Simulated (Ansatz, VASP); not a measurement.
# One calculation of ZnSe, two programs

```
Zn Se
1.0
     0.00000    2.87109    2.87109
     2.87109    0.00000    2.87109
     2.87109    2.87109    0.00000
Zn Se
1 1
Direct
  0.00000 0.00000 0.00000
  0.75000 0.75000 0.75000
```

Change from the starting cell: volume scaled by 1.04.

Alike in both runs: task single point; functional PBE; k mesh 8 × 8 × 8; occupations fermi-dirac, width 0.03 eV; no spin polarisation.

```csv
,VASP,Ansatz
version,VASP 6.6.1,Ansatz 0.2.0
potentials or method,"VASP PAW PBE potentials, release 64 (Zn, Se), cutoff 520 eV","all-electron LAPW, scalar-relativistic"
```

|  | VASP | Ansatz | Ansatz less VASP |
| --- | --- | --- | --- |
| gap on the k mesh at the Fermi level (eV) | 1.13 | 1.14 | +0.001 |
| pressure (GPa) | -0.1 | -0.3 | -0.19 |

Ansatz ran all-electron here, so the differences hold the error of VASP's frozen core and of both bases.
